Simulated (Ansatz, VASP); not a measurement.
# One calculation of KBr, two programs

Contents of INCAR:

```
ALGO = Normal
EDIFF = 1E-6
EDIFFG = -0.001
ENCUT = 600
IBRION = 2
ISIF = 3
ISMEAR = 0
LASPH = True
LCHARG = False
LREAL = False
LWAVE = False
NELM = 80
NSW = 80
PREC = Accurate
SIGMA = 0.01
```

Contents of KPOINTS:

```
k-points
0
Gamma
  6 6 6
```

File POSCAR:

```
KBr
1.0
    0.0000000000      3.1871867707      3.1871867707
    3.1871867707      0.0000000000      3.1871867707
    3.1871867707      3.1871867707      0.0000000000
K Br
1 1
Direct
    0.0000000000      0.0000000000      0.0000000000
    0.5000000000      0.5000000000      0.5000000000
```

Input for Ansatz:

```yaml
crystal:
  lattice:
    - [0.0, 3.1871867707, 3.1871867707]
    - [3.1871867707, 0.0, 3.1871867707]
    - [3.1871867707, 3.1871867707, 0.0]
  atoms:
    - { symbol: K, position: [0.0, 0.0, 0.0] }
    - { symbol: Br, position: [0.5, 0.5, 0.5] }
basis:
  ecutwfc: 420
kpoints:
  mp_grid: { grid: [6, 6, 6] }
hamiltonian:
  xc: lda
scf:
  occupations: { method: fixed }
output:
  forces: true
  stress: true
  eigenvalues: true
relax:
  adjacent_minimum: "off"
  f_tol: 0.001
  max_steps: 60
  cell: { stress_tol: 0.01 }
```

Alike in both runs: task relaxation of cell and atoms; functional LDA; k mesh 6 × 6 × 6; no spin polarisation.

|  | VASP | Ansatz |
| --- | --- | --- |
| version | VASP 6.6.1 | Ansatz 0.2.0 |
| potentials or method | VASP PAW LDA potentials, release 64 (K_sv, Br) | scalar-relativistic, plane waves, PAW |
| plane-wave cutoff (eV) | 600 | 420 |
| occupations | gaussian, width 0.01 eV | fixed |
| valence electrons in the cell | 16 | 16 |

Ansatz gave:

- gap on the k mesh at the Fermi level, each at its own relaxed structure (eV): 4.32
- relaxed volume (Å³/atom): 32.33
- relaxed cell length with the largest relative difference (Å): 4.505

Task: What did VASP give for the same quantities?

Result: gap on the k mesh at the Fermi level, each at its own relaxed structure (eV): 4.32; relaxed volume (Å³/atom): 32.49; relaxed cell length with the largest relative difference (Å): 4.513.
